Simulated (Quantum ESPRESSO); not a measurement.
Cost against accuracy: K_POINTS for Li3N (P6/mmm, 4 atoms in the cell)

```yaml
crystal:
  lattice:
    - [3.62850, 0.00000, 0.00000]
    - [-1.81425, 3.14237, 0.00000]
    - [0.00000, 0.00000, 3.87468]
  atoms:
    - { symbol: Li, position: [0.00000, 0.00000, 0.50000] }
    - { symbol: Li, position: [0.33333, 0.66667, 0.00000] }
    - { symbol: Li, position: [0.66667, 0.33333, 0.00000] }
    - { symbol: N, position: [0.00000, 0.00000, 0.00000] }
```

Method: PBE, PseudoDojo standard norm-conserving (PBE) pseudopotentials (plane waves; Quantum ESPRESSO).

Base settings: ecutwfc = 85 Ry; occupations = fixed; potentials = {Li: Li.upf, N: N.upf}; K_POINTS = automatic 5 5 5 1 1 1; nbnd = 11; conv_thr = 1e-09 Ry.

Misses are taken against the tightest run, automatic 16 16 13 1 1 1, which need not be fully converged itself. The energy is the free energy per atom.

The count of work is k-points × plane waves × bands × iterations; it is no time, and leaves out set-up, grids and terms that scale otherwise. Core times come from one kind of shared machine and are given to one figure; runs under 30 s give none.

The starting cell comes from a database of computed structures (which also holds hypothetical and non-ambient phases and stackings), without a prior relaxation at this level. Its lattice was rescaled by a random factor within 2.5 % of one.

```tsv
K_POINTS	energy less reference (meV/atom)	pressure less reference (GPa)	count of work / reference	core time / reference (rough)
automatic 1 1 1 1 1 1	274.94	7.39	0.0025	–
automatic 2 2 2 1 1 1	-35.94	-0.23	0.0030	–
automatic 3 3 2 1 1 1	-12.22	-0.02	0.0069	–
automatic 3 3 3 1 1 1	0.20	0.07	0.015	–
automatic 4 4 3 1 1 1	0.21	0.03	0.015	–
automatic 5 5 4 1 1 1	-0.27	0.00	0.031	–
automatic 5 5 5 1 1 1	-0.07	0.00	0.060	–
automatic 6 6 5 1 1 1	0.00	0.00	0.062	0.08
automatic 7 7 6 1 1 1	-0.02	0.00	0.083	0.1
automatic 8 8 7 1 1 1	0.00	0.00	0.23	0.3
automatic 10 10 8 1 1 1	0.00	0.00	0.21	0.2
automatic 12 12 10 1 1 1	0.00	0.00	0.39	0.4
automatic 14 14 11 1 1 1	0.00	0.00	0.67	0.8
automatic 16 16 13 1 1 1	0.00	0.00	1.0	1
```

Coarsest setting among those run that, with all tighter ones, holds the energy within 1 meV/atom of the reference: automatic 3 3 3 1 1 1, off by 0.20 meV/atom; it needs 0.015 of the reference's count of work.

The step from automatic 2 2 2 1 1 1 to automatic 3 3 3 1 1 1: it takes the miss in the energy from 36 to 0.20 meV/atom, for 5.0 times the count of work.
